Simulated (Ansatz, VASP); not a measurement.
# Be in VASP and in Ansatz

The input INCAR:

```
PREC     = Accurate       # precision mode
ENCUT    = 520            # plane-wave cutoff, eV
EDIFF    = 1E-6           # SCF threshold, eV
ISMEAR   = 0              # smearing method
SIGMA    = 0.15           # smearing width, eV
LREAL    = F              # projectors in reciprocal space
LASPH    = T              # aspherical terms in the spheres
NELM     = 100            # most SCF steps
ALGO     = Normal         # electronic algorithm
ISIF     = 2              # what is computed and relaxed
LWAVE    = F              # write WAVECAR
LCHARG   = F              # write CHGCAR
GGA      = PS             # functional
NBANDS   = 7              # bands
```

File KPOINTS:

```
Automatic mesh
0
Gamma
  26 26 26
```

POSCAR

```
Be
1.0
   -1.2515545501      1.2515545501      1.2531209513
    1.2515545501     -1.2515545501      1.2531209513
    1.2546873525      1.2546873525     -1.2531209513
Be
1
Direct
    0.0000000000      0.0000000000      0.0000000000
```

Input for Ansatz:

```yaml
crystal:
  lattice:
    - [-1.2515545501, 1.2515545501, 1.2531209513]
    - [1.2515545501, -1.2515545501, 1.2531209513]
    - [1.2546873525, 1.2546873525, -1.2531209513]
  atoms:
    - { symbol: Be, position: [0.0, 0.0, 0.0] }
basis:
  ecutwfc: 420
kpoints:
  mp_grid: { grid: [26, 26, 26] }
hamiltonian:
  xc: pbesol
scf:
  occupations: { method: gaussian, width: 0.15 }
output:
  forces: true
  stress: true
  eigenvalues: true
```

Change from the starting cell: strain +0.0025 x Voigt [0, 0, 0, 0, 0, 1], atoms carried along.

Alike in both runs: task single point; functional PBEsol; k mesh 26 × 26 × 26; occupations gaussian, width 0.15 eV; no spin polarisation.

|  | VASP | Ansatz |
| --- | --- | --- |
| version | VASP 6.6.1 | Ansatz 0.2.0 |
| potentials or method | VASP PAW PBE potentials, release 64 (Be) | scalar-relativistic, plane waves, PAW |
| plane-wave cutoff (eV) | 520 | 420 |
| valence electrons in the cell | 2 | 2 |

|  | VASP | Ansatz | Ansatz less VASP |
| --- | --- | --- | --- |
| gap on the k mesh at the Fermi level (eV) | none | none | - |
| pressure (GPa) | -1.6 | -2.0 | -0.36 |
| largest component of the traceless stress (GPa) | 0.54 | 0.54 | -0.002 |

A gap of «none» marks a metal or a gap that the smearing closes. The functional is the same, so the differences come from potentials, cutoffs and numerics.

Caveats: the PAW data sets were made with another functional, which shifts forces and pressure a little (VASP).
